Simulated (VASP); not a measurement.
# PbSe (Clausthalite) (Fm-3m) in VASP: a series of runs, part 2 of 2

VASP 6.6.1. Earlier steps stand in the parts before.

**3. Relaxation of cell and atoms, BLYP**

INCAR

```
PREC = Accurate
ENCUT = 600
EDIFF = 1E-7
ISMEAR = -1
SIGMA = 0.05
LREAL = False
LASPH = True
NELM = 80
ALGO = Normal
ISIF = 3
LWAVE = False
LCHARG = False
GGA = B5
ALDAX = 1.0
AGGAX = 1.0
AGGAC = 1.0
ALDAC = 0.0
IBRION = 2
NSW = 40
EDIFFG = -0.02
```

KPOINTS

```
Automatic mesh
0
Gamma
  8 8 8
```

POSCAR

```
PbSe
1.0
    0.0000000000      3.0606500000      3.0606500000
    3.0606500000      0.0000000000      3.0606500000
    3.0606500000      3.0606500000      0.0000000000
Pb Se
1 1
Direct
    0.0000000000      0.0000000000      0.0000000000
    0.5000000000      0.5000000000      0.5000000000
```

Potentials or basis: VASP PAW PBE potentials, release 64 (Pb_d, Se).

Launch:

```
$ cat potpaw_PBE.64/Pb_d/POTCAR potpaw_PBE.64/Se/POTCAR > POTCAR
$ mpirun -np 1 vasp_std > vasp.out
```

OUTCAR:

```text
PREC = Accurate
   ENCUT = 600
   EDIFF = 1E-7
   ISMEAR = -1
   LREAL = False
   LASPH = True
   NELM = 80
   ISIF = 3
   GGA = B5
   IBRION = 2
   NSW = 40
   EDIFFG = -0.02

 ion  position               nearest neighbor table
   1  0.000  0.000  0.000-   2 3.06   2 3.06   2 3.06   2 3.06   2 3.06   2 3.06
   2  0.500  0.500  0.500-   1 3.06   1 3.06   1 3.06   1 3.06   1 3.06   1 3.06

  LATTYP: Found a face centered cubic cell.
 ALAT       =     6.1213000000

  Lattice vectors:

 A1 = (   0.0000000000,   3.0606500000,   3.0606500000)
 A2 = (   3.0606500000,   0.0000000000,   3.0606500000)
 A3 = (   3.0606500000,   3.0606500000,   0.0000000000)

Analysis of symmetry for initial positions (statically):
=====================================================================
 Subroutine PRICEL returns:
 Original cell was already a primitive cell.

 Routine SETGRP: Setting up the symmetry group for a
 face centered cubic supercell.

 Subroutine GETGRP returns: Found 48 space group operations
 (whereof 48 operations were pure point group operations)
 out of a pool of 48 trial point group operations.

The static configuration has the point symmetry O_h .

Analysis of symmetry for dynamics (positions and initial velocities):
=====================================================================
 Subroutine PRICEL returns:
 Original cell was already a primitive cell.

 Routine SETGRP: Setting up the symmetry group for a
 face centered cubic supercell.

 Subroutine GETGRP returns: Found 48 space group operations
 (whereof 48 operations were pure point group operations)
 out of a pool of 48 trial point group operations.

The dynamic configuration has the point symmetry O_h .

 Subroutine INISYM returns: Found 48 space group operations
 (whereof 48 operations are pure point group operations),
 and found     1 'primitive' translations

----------------------------------------------------------------------------------------

                                     Primitive cell

  volume of cell :      57.3418

  direct lattice vectors                    reciprocal lattice vectors
     0.000000000  3.060650000  3.060650000    -0.163363991  0.163363991  0.163363991
     3.060650000  0.000000000  3.060650000     0.163363991 -0.163363991  0.163363991
[... 105 lines left out ...]
     AMIX_MAG =   1.60;   BMIX_MAG =  1.00
  volume/ion in A,a.u.               =      28.67       193.48
  Fermi-wavevector in a.u.,A,eV,Ry     =   1.152377  2.177676 18.068159  1.327972
  Thomas-Fermi vector in A             =   2.289028
   LORBIT       =      0    0 simple, 1 ext, 2 COOP (PROOUT), +10 PAW based schemes
   GGA     = B5    functional components
   LHFCALC =     F    Hartree Fock is set to
   AEXX    =    0.0000 exact exchange contribution
   IVDW    =     0    specifies the selected vdW correction
   LEPSILON=     F    determine dielectric tensor
   LRPA    =     F    only Hartree local field effects (RPA)
 conjugate gradient relaxation of ions
 non-spin polarized calculation
  energy-cutoff  :      600.00
  volume of cell :       57.34
 maximum number of plane-waves:      1930
   NGX = 17   NGY = 17   NGZ = 17

--------------------------------------- Ionic step        1  -------------------------------------------

 number of electron      20.0000001 magnetization

 Free energy of the ion-electron system (eV)
  ---------------------------------------------------
  ext. energy  EPLUGINS =         0.00000000
  ---------------------------------------------------
  free energy    TOTEN  =        -7.02844150 eV

  energy without entropy =       -7.02829459  energy(sigma->0) =       -7.02836805

 E-fermi :   5.6986     XC(G=0):  -8.9485

 val. band max:        5.5012265225   @ k =   0.5000   0.0000   0.0000
 cond. band min:       5.8959696854   @ k =   0.5000   0.0000   0.0000
 fundamental gap:      0.3947431629
 Fermi energy:         5.6986224124

 k-point     1 :       0.0000    0.0000    0.0000
  band No.  band energies     occupation
      1     -11.3415      2.00000
      2     -11.3415      2.00000
      3     -11.3415      2.00000
      4     -11.3414      2.00000
      5     -11.3414      2.00000
      6      -8.0887      2.00000
      7      -0.9008      2.00000
      8       3.6313      2.00000
      9       3.6313      2.00000
     10       3.6313      2.00000
     11      10.1207      0.00000
     12      10.1207      0.00000
     13      10.1207      0.00000
     14      12.2332      0.00000
[... 462 lines left out ...]
--------------------------------------- Ionic step        3  -------------------------------------------

 number of electron      19.9999998 magnetization

 Free energy of the ion-electron system (eV)
  ---------------------------------------------------
  ext. energy  EPLUGINS =         0.00000000
  ---------------------------------------------------
  free energy    TOTEN  =        -7.14977127 eV

  energy without entropy =       -7.14975806  energy(sigma->0) =       -7.14976467

 E-fermi :   4.4158     XC(G=0):  -8.4489

 val. band max:        4.0727098361   @ k =   0.5000   0.0000   0.0000
 cond. band min:       4.7579021303   @ k =   0.5000   0.0000   0.0000
 fundamental gap:      0.6851922942
 Fermi energy:         4.4158232506

 k-point     1 :       0.0000    0.0000    0.0000
  band No.  band energies     occupation
      1     -12.5551      2.00000
      2     -12.5551      2.00000
      3     -12.5551      2.00000
      4     -12.5504      2.00000
      5     -12.5504      2.00000
      6      -8.5621      2.00000
      7      -2.4477      2.00000
      8       2.7524      2.00000
      9       2.7524      2.00000
     10       2.7524      2.00000
     11       8.4721      0.00000
     12       8.4721      0.00000
     13       8.4721      0.00000
     14      11.0772      0.00000
[... 420 lines left out ...]
  FREE ENERGIE OF THE ION-ELECTRON SYSTEM (eV)
  ---------------------------------------------------
  free  energy   TOTEN  =        -7.1497712707 eV

  energy  without entropy=       -7.1497580598  energy(sigma->0) =       -7.14976467

 reached required accuracy - stopping structural energy minimisation
```

OSZICAR:

```text
N       E                     dE             d eps       ncg     rms          rms(c)
DAV:   1     0.169892628021E+03    0.16989E+03   -0.10595E+04   812   0.163E+03
DAV:   2     0.667842385465E+01   -0.16321E+03   -0.15988E+03   854   0.372E+02
DAV:   3    -0.712554748411E+01   -0.13804E+02   -0.13746E+02  1070   0.112E+02
[... 30 lines left out ...]
DAV:   5    -0.714976377555E+01   -0.48053E-04   -0.44958E-04  1016   0.233E-01    0.472E-02
DAV:   6    -0.714977629019E+01   -0.12515E-04   -0.56642E-05   824   0.934E-02    0.821E-03
DAV:   7    -0.714977232579E+01    0.39644E-05   -0.61362E-06   830   0.193E-02    0.361E-03
DAV:   8    -0.714977127770E+01    0.10481E-05   -0.12445E-06   938   0.167E-02    0.104E-03
DAV:   9    -0.714977127066E+01    0.70338E-08   -0.46459E-08   568   0.270E-03
   3 F= -.71497713E+01 E0= -.71497647E+01  d E =-.121330E+00
```

CONTCAR:

```text
PbSe
   1.00000000000000
     0.0000000000000000    3.1813362225928827    3.1813362225928827
     3.1813362225928827    0.0000000000000000    3.1813362225928827
     3.1813362225928827    3.1813362225928827   -0.0000000000000000
  Pb              Se
     1     1
Direct
     0.0000000000000000    0.0000000000000000    0.0000000000000000
     0.5000000000000000    0.5000000000000000    0.5000000000000000

  0.00000000E+00  0.00000000E+00  0.00000000E+00
  0.00000000E+00  0.00000000E+00  0.00000000E+00
```

Wall time 1.8 min (1 thread of Intel Xeon Platinum 8488C (Sapphire Rapids), shared host); peak memory 0.23 GiB.

What came out:

- Free energy: -7.1498 eV
- Relaxed volume: 32.20 Å³/atom
- Relaxed cell: a = 4.499 Å, b = 4.499 Å, c = 4.499 Å, α = 60.00°, β = 60.00°, γ = 60.00°
- Space group after relaxing (to 0.05 Å): Fm-3m (No. 225)
- Energy gained by relaxing: 60.7 meV/atom
- Ionic steps: 3
- Pressure after relaxing: 0.0 GPa
- Band gap on the k mesh: 0.69 eV, direct

Step by step:
| step | energy change (eV) | largest force (eV/Å) | pressure (GPa) | volume (Å³) |
| --- | --- | --- | --- | --- |
| 1 | 0.0000 | 0.0000 | 6.09 | 57.34 |
| 2 | -0.1106 | 0.0000 | -1.37 | 66.87 |
| 3 | -0.1213 | 0.0000 | 0.02 | 64.40 |

Final structure:
```
CELL_PARAMETERS angstrom
0.00000 3.18134 3.18134
3.18134 0.00000 3.18134
3.18134 3.18134 0.00000
ATOMIC_POSITIONS crystal
Pb 0.00000 0.00000 0.00000
Se 0.50000 0.50000 0.50000
```

Caveat: the PAW data sets were made with another functional, which shifts forces and pressure a little; spin-orbit coupling is left out, which as a rule narrows the gap of such compounds by several tenths of an eV; the volume moved by +12 % from the deposited cell, more than functionals usually miss.

**4. Relaxation of cell and atoms, PBE0**

POSCAR is that of step 3.

INCAR.step1

```
SYSTEM = PbSe
PREC = Accurate
ENCUT = 600
EDIFF = 1E-5
ISMEAR = -1
SIGMA = 0.05
LREAL = .FALSE.
LASPH = .TRUE.
NELM = 100
ALGO = Normal
LWAVE = .TRUE.
LCHARG = .FALSE.
GGA = PE
```

INCAR.step2

```
SYSTEM = PbSe
PREC = Accurate
ENCUT = 600
EDIFF = 1E-7
ISMEAR = -1
SIGMA = 0.05
LREAL = .FALSE.
LASPH = .TRUE.
NELM = 100
ALGO = Normal
ISIF = 3
LWAVE = .FALSE.
LCHARG = .FALSE.
GGA = PE
LHFCALC = .TRUE.
AEXX = 0.25
PRECFOCK = Fast
HFRCUT = -1
IBRION = 2
NSW = 60
EDIFFG = -0.02
ISTART = 1
```

KPOINTS

```
Automatic mesh
0
G
  4 4 4
  0 0 0
```

Launch:

```
$ cat potpaw_PBE.64/Pb_d/POTCAR potpaw_PBE.64/Se/POTCAR > POTCAR
$ cp INCAR.step1 INCAR
$ mpirun -np 1 vasp_std > vasp.out
$ cp INCAR.step2 INCAR
$ mpirun -np 1 vasp_std > vasp.out
```

Wall time 15 min (1 thread of Intel Xeon Platinum 8488C (Sapphire Rapids), shared host); peak memory 0.21 GiB.

Results (log left out):

```yaml
Free_energy: -10.7143 eV
Relaxed_volume: 29.35 Å³/atom
Relaxed_cell: a = 4.362 Å, b = 4.362 Å, c = 4.362 Å, α = 60.00°, β = 60.00°, γ = 60.00°
Space_group_after_relaxing_to_0.05_Å: Fm-3m (No. 225)
Energy_gained_by_relaxing: 2.6 meV/atom
Ionic_steps: 3
Pressure_after_relaxing: 0.0 GPa
Band_gap_on_the_k_mesh: 1.37 eV, direct
```

The path:
```
step  energy change (eV)  largest force (eV/Å)  pressure (GPa)  volume (Å³)
   1              0.0000                0.0000            1.26        57.34
   2             -0.0044                0.0000           -0.36        59.24
   3             -0.0052                0.0000           -0.02        58.71
```

Final structure:
```
Pb Se
1.0
     0.00000    3.08475    3.08475
     3.08475    0.00000    3.08475
     3.08475    3.08475    0.00000
Pb Se
1 1
Cartesian
  0.0000 0.0000 0.0000
  3.0847 3.0847 3.0847
```

Levels at points of the mesh, in eV from the valence-band top:
```tsv
k point	band 8	band 9	band 10	band 11	band 12	band 13
(0.00, 0.00, 0.00)	-2.14	-2.14	-2.14	6.14	6.14	6.14
(0.50, 0.00, 0.00)	-1.69	-1.69	0.00	1.37	2.86	2.86
(0.50, 0.50, 0.00)	-5.50	-3.60	-3.60	4.91	7.08	7.08
```

Caveat: the k mesh is coarse (spacing up to 0.44 Å⁻¹), so the values aren't converged, least of all with exact exchange; the PAW data sets were made with another functional, which shifts forces and pressure a little; spin-orbit coupling is left out, which as a rule narrows the gap of such compounds by several tenths of an eV. Zero-point motion and thermal expansion aren't in these numbers.

**5. The reference run**

An earlier run on the cell as given: functional PBEsol; potentials or basis VASP PAW PBE potentials, release 64 (Pb_d, Se); cutoff 520 eV; k mesh 8 × 8 × 8; occupations fermi-dirac, width 0.05 eV; no spin polarisation.

* Pressure: -0.5 GPa
* Band gap on the k mesh: 0.20 eV, direct

**6. Summary**

```csv
task,level,cell,k mesh,cutoff (eV),grid for exact exchange (PRECFOCK),exchange at q = 0,ladder,mesh quality,gap on the mesh (eV),pressure (GPa),relaxed volume (Å³/atom)
relaxation of cell and atoms,revPBE,relaxed,8 × 8 × 8,600,-,-,-,not flagged,0.58,0.0,30.86
relaxation of cell and atoms,BLYP,relaxed,8 × 8 × 8,600,-,-,-,not flagged,0.69,0.0,32.20
relaxation of cell and atoms,PBE0,relaxed,4 × 4 × 4,600,Fast,truncated,-,coarse,1.37,0.0,29.35
single point,PBEsol,as given,8 × 8 × 8,520,-,-,free,not flagged,0.20,-0.5,-
```

Alike in all rows: potentials or basis VASP PAW PBE potentials, release 64 (Pb_d, Se); no spin polarisation; smearing fermi-dirac 0.05 eV.

Caveats: some runs use coarse meshes; the PAW data sets were made with another functional, which shifts forces and pressure a little; spin-orbit coupling is left out, which as a rule narrows the gap of such compounds by several tenths of an eV; the volume moved by +12 % from the deposited cell, more than functionals usually miss (some runs).

Total energies depend on the potentials used, so only differences within one code and one set of settings carry meaning.

**7. Against experiment**

Step 2. The cell as given is a measured one (28.67 Å³/atom); revPBE puts the equilibrium volume +7.6 % from it, thermal expansion not counted.

Step 3. The cell as given is a measured one (28.67 Å³/atom); BLYP puts the equilibrium volume +12.3 % from it, thermal expansion not counted.
